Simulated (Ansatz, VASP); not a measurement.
# CdBr2: VASP beside Ansatz

Aim: how closely do two programs agree when they are given the same cell, functional and k mesh? The cell is generated by rule, not measured, and may not be a known phase. The cell is taken from a series of VASP runs on this material, whose earlier steps may have relaxed, scaled or displaced it; both programs get it as it stands. Other levels of theory on this material are compared in a session of their own.

Calculated with Ansatz 0.2.0; plane waves, with VASP 6.6.1 beside it; single point at PBE.

The structure was built from a prototype and need not be the compound's stable phase.

### Step 1. Set-up

Symmetry: Fm-3m, No. 225, cubic system. Conventional cell: a = 6.989 Å, b = 6.989 Å, c = 6.989 Å, α = 90.00°, β = 90.00°, γ = 90.00°. Nearest to Cd lie 8 Br at 3.03 Å. Nearest to Br lie 4 Cd at 3.03 Å. Farther neighbours and most contacts between anions are not listed.

### Step 2. Ansatz: single point, PBE

Ansatz runs on its default PAW (the set named soft_2) files.

A single point gives forces, pressure and levels at one fixed geometry, so differences don't come from the geometry; what else differs is listed under the comparison.

The input, input.yaml:

```yaml
crystal:
  lattice:
    - [0.0, 3.49459, 3.49459]
    - [3.49459, 0.0, 3.49459]
    - [3.49459, 3.49459, 0.0]
  atoms:
    - { symbol: Cd, position: [0.0, 0.0, 0.0] }
    - { symbol: Br, position: [0.25, 0.25, 0.25] }
    - { symbol: Br, position: [0.75, 0.75, 0.75] }
hamiltonian:
  xc: pbe
  pseudopotentials: { kind: paw }
kpoints:
  mp_grid: { grid: [8, 8, 8] }
scf:
  occupations: { method: gaussian, width: 0.02 }
  n_extra_bands: 4
output:
  forces: true
  stress: true
  eigenvalues: true
```

Command:

```bash
$ ansatz run input.yaml --threads 2 --pin off --max-ram 4608MiB --backend cpu --events-out ev --progress --plain --runs-dir out
```

Numbers of over 12 decimals in the logs are rounded to 6 here.

The program printed:

```text
scf.n_extra_bands = 4 over 17 filled bands (N_el = 34.0): the run solves 21 bands
Engine: ansatz 0.2.0, aarch64-unknown-linux-gnu
Pseudopotentials: kind: paw
Pseudopotential: Cd, paw, valence charge 20, recommended cutoff 420 eV (normal), Cd.paw.azcp
Pseudopotential: Br, paw, valence charge 7, recommended cutoff 420 eV (normal), Br.paw.azcp
Functional definition: PBE
  parameter kappa = 0.804
  parameter beta = 0.066725
  exchange = pbe_x(kappa = kappa, mu = beta*pi^2/3)
  correlation = pbe_c(beta = beta)
Crystal: 3 atoms, lattice volume = 85.353 Å³
Basis set: ecut = 420 eV, 1687 PW (Γ), exchange–correlation on 72×72×72 points (8 copies of the dense FFT grid, shifted against one another)
Bands: 21, of which v1, the nominal top of the filled ones, is band 17 counted from 1 (16 counted from 0)
Symmetry: 48 space group operations
Space group: Fm-3m (ITA 225), of the structure as read, at distance tolerance 4.4e-5 Å
k-points: 29 of 512
Non-local potential: Cd, projectors of the file, l = 0: 3, l = 1: 2, l = 2: 2, l = 3: 1
Non-local potential: Br, projectors of the file, l = 0: 2, l = 1: 2, l = 2: 2
PAW form: soft (Blöchl's): semilocal exchange-correlation on the pseudo side does not see the compensation charge
PAW one-centre angular grid: Cd, 590 points (default); XC on 64 Gauss nodes
PAW one-centre angular grid: Br, 110 points (default); XC on 64 Gauss nodes
Initial density: superposition of atomic densities (neutral atoms: chi_scale 0, normalization atom), corrected by the library's trained network
Initial wavefunctions: pseudopotential atomic-orbital guess
Functional: x = pbe(κ = 0.804, μ = 0.219515), c = pbe(β = 0.066725)
SCF iter   1: F=—  HF=-13822.563204 eV  |F-HF|=—  |Δ(HF+E_count)|=         —  Δρ=1.10e-3  dr2=1.14e-3  ethr=1.77e-3  ⟨swp⟩=6.0  Hψ=2840  notcnv=0
preconditioner: auto → none  [insulator: Δε(μ)=0.273 eV  Ē_g=11.440 eV  σ=0.020 eV  W_gap=1.00  n_scr=14 (ndim 8)  ℏωp=20.5 eV  f_vac=0.092  D(μ)=0.00/eV (n_scr^D=0)  ε∞_Penn≈4.2]
SCF iter   2: F=—  HF=-13822.563938 eV  |F-HF|=—  |Δ(HF+E_count)|=   7.35e-4  Δρ=3.02e-4  dr2=9.51e-5  ethr=3.35e-6  ⟨swp⟩=3.3  Hψ=1720  notcnv=0
SCF iter   3: F=—  HF=-13822.564015 eV  |F-HF|=—  |Δ(HF+E_count)|=   7.62e-5  Δρ=1.69e-4  dr2=1.61e-5  ethr=2.80e-7  ⟨swp⟩=2.4  Hψ=946  notcnv=0
SCF iter   4: F=—  HF=-13822.564051 eV  |F-HF|=—  |Δ(HF+E_count)|=   3.67e-5  Δρ=9.17e-5  dr2=6.89e-6  ethr=4.74e-8  ⟨swp⟩=2.0  Hψ=1104  notcnv=0
SCF iter   5: F=—  HF=-13822.564057 eV  |F-HF|=—  |Δ(HF+E_count)|=   5.82e-6  Δρ=2.05e-5  dr2=2.53e-7  ethr=2.03e-8  ⟨swp⟩=2.0  Hψ=882  notcnv=0
SCF iter   6: F=-13822.564058 eV  HF=-13822.564058 eV  |F-HF|=3.45e-9  |Δ(HF+E_count)|=   6.98e-7  Δρ=3.79e-6  dr2=1.19e-8  ethr=2.94e-10  ⟨swp⟩=6.0  Hψ=2853  notcnv=0
SCF 1 converged in 6 iterations: F = -13822.564058 eV  dr2 = 1.19e-8
  greatest PAW one-centre occupation: 1.000 electrons in one spin orbital (limit 2), on the Cd atom at site 0 (counted from 0), in its partial waves of l = 0
SCF converged after 6 iterations
Free energy (F): -13822.564058 eV
Harris-Foulkes:  -13822.564058 eV  (|F-HF|=3.45e-9)
Internal energy: -13822.564058 eV  (E = F + TS)
E sigma→0 (E₀):  -13822.564058 eV
Fermi energy:    5.326296 eV
--- Per-component energies (eV) ---
  E_band       = -559.579562
  E_kinetic    = 770.222420
  E_local      = -4610.582596  (includes V_loc(G=0)·N_el)
  E_nonlocal   = 176.215687
  E_hartree    = 2048.762784
  E_xc         = -703.643482
  E_vxc        = -426.000290  (∫ρ·V_xc dr)
  E_paw        = -8578.832476  (= ΣΔE_a)
  E_vpaw       = -566.951725  (= ΣTr[D̂ρ^β])
  E_aug_tail   = 0.000014  (compensation charges beyond the density's cutoff)
  E_ewald      = -2924.706409
  E_smearing   = -0.000000  (= −TS)
  E_closure    = 0.000000  (closes the sum)
  Σ components = -13822.564058   (vs F -13822.564058, Δ=0.00e0)
--- Forces (eV/Å), atoms counted from 1 ---
  atom   1  Cd    -0.00000000     0.00000000    -0.00000000
  atom   2  Br    -0.00000000     0.00000000     0.00000000
  atom   3  Br     0.00000000     0.00000000     0.00000000
  max |Σ_I F_I| component: 5.78e-18 eV/Å
--- Stress (GPa, compression-positive) ---
        0.353065      -0.000000      -0.000000
       -0.000000       0.353065      -0.000000
        0.000000      -0.000000       0.353065
  P = ⅓ Tr σ = 0.3531 GPa (3.531 kbar)
--- Band table (eV; the first three rows and the last of 29) ---
  k-point 0: bands = [... 13 lower, 3.1163, 4.3106, 4.3106, 4.3106, 5.4577, 9.9536, 9.9536, 9.9536]
  k-point 1: bands = [... 13 lower, 3.0994, 3.7584, 4.2220, 4.2220, 6.2382, 10.0360, 10.1692, 10.1692]
  k-point 2: bands = [... 13 lower, 3.0686, 3.2845, 4.0080, 4.0080, 7.2386, 10.5424, 10.7635, 10.7635]
  k-point 28: bands = [... 13 lower, 3.1832, 3.1832, 5.0413, 5.1814, 7.6437, 11.5900, 12.0292, 12.0292]
```

It took 2.5 s on 2 threads of Arm Neoverse V1, shared host; peak memory 0.36 GiB.

The run ends at a pressure of 0.35 GPa.

### Step 3. VASP: single point, PBE

The same cell, functional, mesh and smearing now go to VASP, with its own data sets and cutoff.

Lines of VASP's logs that name or quote its potential files are left out, and so is its time.

The input, INCAR:

```
SYSTEM = CdBr2
PREC = Accurate
ENCUT = 400
EDIFF = 1E-08
NELM = 100
ISMEAR = 0
SIGMA = 0.02
LREAL = .FALSE.
ALGO = Normal
GGA = PE
NBANDS = 19
LORBIT = 11
LWAVE = .FALSE.
LCHARG = .FALSE.
KPAR = 4
```

The input, POSCAR:

```
CdBr2
1.0
    0.0000000000      3.4945900000      3.4945900000
    3.4945900000      0.0000000000      3.4945900000
    3.4945900000      3.4945900000      0.0000000000
Cd Br
1 2
Direct
    0.0000000000      0.0000000000      0.0000000000
    0.2500000000      0.2500000000      0.2500000000
    0.7500000000      0.7500000000      0.7500000000
```

The input, KPOINTS:

```
Automatic mesh
0
Gamma
8 8 8
0 0 0
```

The input, KPOINTS_OPT:

```
points round the band edges
26
Reciprocal
  0.5000000000   0.0000000000   0.5000000000 1
  0.0000000000   0.0000000000   0.0000000000 1
  0.5000000000  -0.0044494502   0.4955505498 1
  0.5000000000   0.0044494502   0.5044494502 1
  0.4955505498   0.0000000000   0.4955505498 1
  0.5044494502   0.0000000000   0.5044494502 1
  0.4955505498  -0.0044494502   0.5000000000 1
  0.5044494502   0.0044494502   0.5000000000 1
  0.5000000000  -0.0166854382   0.4833145618 1
  0.5000000000   0.0166854382   0.5166854382 1
  0.4833145618   0.0000000000   0.4833145618 1
  0.5166854382   0.0000000000   0.5166854382 1
  0.4833145618  -0.0166854382   0.5000000000 1
  0.5166854382   0.0166854382   0.5000000000 1
  0.0000000000  -0.0044494502  -0.0044494502 1
  0.0000000000   0.0044494502   0.0044494502 1
 -0.0044494502   0.0000000000  -0.0044494502 1
  0.0044494502   0.0000000000   0.0044494502 1
 -0.0044494502  -0.0044494502   0.0000000000 1
  0.0044494502   0.0044494502   0.0000000000 1
  0.0000000000  -0.0166854382  -0.0166854382 1
  0.0000000000   0.0166854382   0.0166854382 1
 -0.0166854382   0.0000000000  -0.0166854382 1
  0.0166854382   0.0000000000   0.0166854382 1
 -0.0166854382  -0.0166854382   0.0000000000 1
  0.0166854382   0.0166854382   0.0000000000 1
```

PAW data sets: Cd and Br (PBE family, release 64).

Command:

```bash
$ mpirun -np 4 vasp_std
```

The program printed:

```text
[banner, memory and clock lines left out]
running    4 mpi-ranks, on    1 nodes
 distrk:  each k-point on    1 cores,    4 groups
 distr:  one band on    1 cores,    1 groups

 POSCAR found type information on POSCAR CdBr
 POSCAR found :  2 types and       3 ions
 LDA part: xc-table for (Slater+PW92), standard interpolation
 POSCAR, INCAR and KPOINTS ok, starting setup
 FFT: planning ... GRIDC
 FFT: planning ... GRID_SOFT
 FFT: planning ... GRID
 WAVECAR not read
 entering main loop
       N       E                     dE             d eps       ncg     rms          rms(c)
DAV:   1     0.153099771132E+03    0.15310E+03   -0.10781E+04  1126   0.977E+02
DAV:   2     0.259889739377E+01   -0.15050E+03   -0.14600E+03  1363   0.255E+02
DAV:   3    -0.642725851365E+01   -0.90262E+01   -0.89985E+01  1245   0.621E+01
DAV:   4    -0.649596177536E+01   -0.68703E-01   -0.68685E-01  1263   0.572E+00
DAV:   5    -0.649645336909E+01   -0.49159E-03   -0.49158E-03  1294   0.474E-01    0.595E+00
DAV:   6    -0.583942885448E+01    0.65702E+00   -0.10193E+00  1191   0.104E+01    0.470E+00
DAV:   7    -0.576899250189E+01    0.70436E-01   -0.31254E-01  1159   0.364E+00    0.225E+00
DAV:   8    -0.576706685210E+01    0.19256E-02   -0.34144E-02  1271   0.199E+00    0.404E-01
DAV:   9    -0.576688772854E+01    0.17912E-03   -0.53360E-03  1202   0.756E-01    0.130E-01
DAV:  10    -0.576682048600E+01    0.67243E-04   -0.62733E-04  1206   0.262E-01    0.483E-02
DAV:  11    -0.576684613142E+01   -0.25645E-04   -0.17720E-04  1203   0.123E-01    0.204E-02
DAV:  12    -0.576683854863E+01    0.75828E-05   -0.32247E-05  1226   0.499E-02    0.679E-03
DAV:  13    -0.576683854207E+01    0.65677E-08   -0.13010E-06  1225   0.882E-03    0.207E-03
DAV:  14    -0.576683849743E+01    0.44636E-07   -0.14838E-07  1183   0.321E-03    0.272E-04
DAV:  15    -0.576683850743E+01   -0.99944E-08   -0.20871E-08  1171   0.120E-03
   1 F= -.57668385E+01 E0= -.57668385E+01  d E =-.396307E-14
 Start KPOINTS_OPT (optional k-point list driver)
k-point batch [1-26\26]
       N       E                     dE             ncg
DAV:   1     0.680539993296E+03   -0.91341E+04      988
DAV:   2    -0.318075285152E+04   -0.38613E+04     1265
DAV:   3    -0.342770410311E+04   -0.24695E+03     1069
DAV:   4    -0.343000910871E+04   -0.23050E+01     1199
DAV:   5    -0.343002209434E+04   -0.12986E-01     1103
DAV:   6    -0.343002222295E+04   -0.12860E-03     1242
DAV:   7    -0.343002222473E+04   -0.17823E-05     1139
DAV:   8    -0.343002222476E+04   -0.29128E-07     1168
DAV:   9    -0.343002222476E+04   -0.81172E-09      838
```

Parts of OUTCAR (step 3):

```text
ion  position               nearest neighbor table
   1  0.000  0.000  0.000-   3 3.03   3 3.03   3 3.03   2 3.03   3 3.03   2 3.03   2 3.03   2 3.03

  LATTYP: Found a face centered cubic cell.
 ALAT       =     6.9891800000

 Subroutine GETGRP returns: Found 48 space group operations
 (whereof 48 operations were pure point group operations)

The static configuration has the point symmetry O_h .

 Found     29 irreducible k-points:

   k-points           NKPTS =     29   k-points in BZ     NKDIM =     29   number of bands    NBANDS=     19

   dimension x,y,z NGX =    32 NGY =   32 NGZ =   32
   dimension x,y,z NGXF=    64 NGYF=   64 NGZF=   64

   ENCUT  =  400.0 eV  29.40 Ry    5.42 a.u.   8.06  8.06  8.06*2*pi/ulx,y,z

   NELECT =      26.0000    total number of electrons

 k-points in reciprocal lattice and weights: Automatic mesh
   0.00000000  0.00000000  0.00000000       0.002
   0.12500000  0.00000000  0.00000000       0.016
   0.25000000  0.00000000  0.00000000       0.016
   0.37500000  0.00000000  0.00000000       0.016
   0.50000000  0.00000000  0.00000000       0.008
   0.12500000  0.12500000  0.00000000       0.012
   0.25000000  0.12500000  0.00000000       0.047
   0.37500000  0.12500000  0.00000000       0.047
   0.50000000  0.12500000  0.00000000       0.047
[...]
-0.37500000  0.50000000  0.12500000       0.023
  -0.25000000  0.50000000  0.25000000       0.012

 average (electrostatic) potential at core
       1 -40.3330       2 -63.8561       3 -63.8561

 E-fermi :   0.8239

 k-point     1 :       0.0000    0.0000    0.0000
  band No.  band energies     occupation
    ...
      9      -1.3561      2.00000
     10      -1.3561      2.00000
     11      -0.1591      2.00000
     12      -0.1591      2.00000
     13      -0.1591      2.00000
     14       0.9763      0.00000
     15       5.4803      0.00000
     16       5.4803      0.00000
     17       5.4803      0.00000
     18       8.8673      0.00000
    ...

 k-point     2 :       0.1250    0.0000    0.0000
  band No.  band energies     occupation
    ...
      9      -1.3729      2.00000
     10      -1.3729      2.00000
     11      -0.7148      2.00000
     12      -0.2481      2.00000
     13      -0.2481      2.00000
     14       1.7600      0.00000
     15       5.5626      0.00000
     16       5.6957      0.00000
     17       5.6957      0.00000
     18       9.1126      0.00000
    ...

 k-point     3 :       0.2500    0.0000    0.0000
  band No.  band energies     occupation
    ...
      9      -1.4035      2.00000
     10      -1.4035      2.00000
     11      -1.1882      2.00000
     12      -0.4631      2.00000
     13      -0.4631      2.00000
     14       2.7608      0.00000
     15       6.0698      0.00000
     16       6.2899      0.00000
     17       6.2899      0.00000
     18       9.7646      0.00000
    ...

  Total        0.1045331      0.1045331      0.1045331      0.0000000     -0.0000000     -0.0000000
  in kB        1.9622113      1.9622113      1.9622113      0.0000000     -0.0000000     -0.0000000
  external PRESSURE =       1.9622113 kB  Pullay stress =       0.0000000 kB

  energy-cutoff  :      400.00
  volume of cell :       85.35
      direct lattice vectors                 reciprocal lattice vectors
     0.000000000  3.494590000  3.494590000    -0.143078301  0.143078301  0.143078301
     3.494590000  0.000000000  3.494590000     0.143078301 -0.143078301  0.143078301
     3.494590000  3.494590000  0.000000000     0.143078301  0.143078301 -0.143078301

 POSITION                                       TOTAL-FORCE (eV/Angst)
 -----------------------------------------------------------------------------------
      0.00000      0.00000      0.00000        -0.000000      0.000000      0.000000
      1.74730      1.74730      1.74730         0.000000     -0.000000     -0.000000
      5.24188      5.24188      5.24188        -0.000000      0.000000      0.000000
 -----------------------------------------------------------------------------------
    total drift:                                0.000000     -0.000000      0.000000

  FREE ENERGIE OF THE ION-ELECTRON SYSTEM (eV)
  ---------------------------------------------------
  free  energy   TOTEN  =        -5.7668385074 eV

  energy  without entropy=       -5.7668385074  energy(sigma->0) =       -5.76683851

 total charge
# of ion       s       p       d       tot
------------------------------------------
    1        0.314   0.163   9.593  10.069
    2        1.622   3.219   0.011   4.853
    3        1.622   3.219   0.011   4.853
--------------------------------------------------
tot          3.557   6.602   9.615  19.775

[... 3 further parts left out ...]
```

The run ends at a pressure of 0.20 GPa.

### Step 4. Differences

Known differences besides the potentials themselves: the data sets hold 34 valence electrons in Ansatz (default PAW (the set named soft_2) files) and 26 in VASP; the cutoff is 420 eV in Ansatz and 400 eV in VASP; VASP leaves aspherical gradient terms in its spheres out (LASPH is not set), Ansatz keeps them. Total energies have different zeros and are not compared.

Compared:

| quantity | Ansatz | VASP | difference |
| --- | --- | --- | --- |
| pressure (GPa) | 0.35 | 0.20 | +0.16 |
| gap on the k mesh (eV) | 0.265 | 0.249 | +0.015 |

A gap on the mesh is an upper bound, since the band edges may lie between its points.

### Step 5. Summary of results

```
difference in gap on the k mesh (single point, PBE) : 0.015 eV
```

**Reading.** The difference in gap on the k mesh is 0.015 eV (single point, PBE), within the 0.08 eV picked in this series as the mark of a large difference. 4 further runs of this series are not shown here. Such differences can come from data sets, numerical settings and the points named under the comparisons, not from the functional's error against experiment.

[Lines on the potential files, build, host, timing and source positions are cut from VASP's logs without a mark.]

[Logs are printed without paths, hosts, clocks, repeated set-up lines and the standing remarks that a program may print on its own settings, such as how far it seeks lower states.]

[Hosts, paths, dates, database ids (printed as entryN), source tags and the programs' standing remarks are cut or masked in the printed files.]
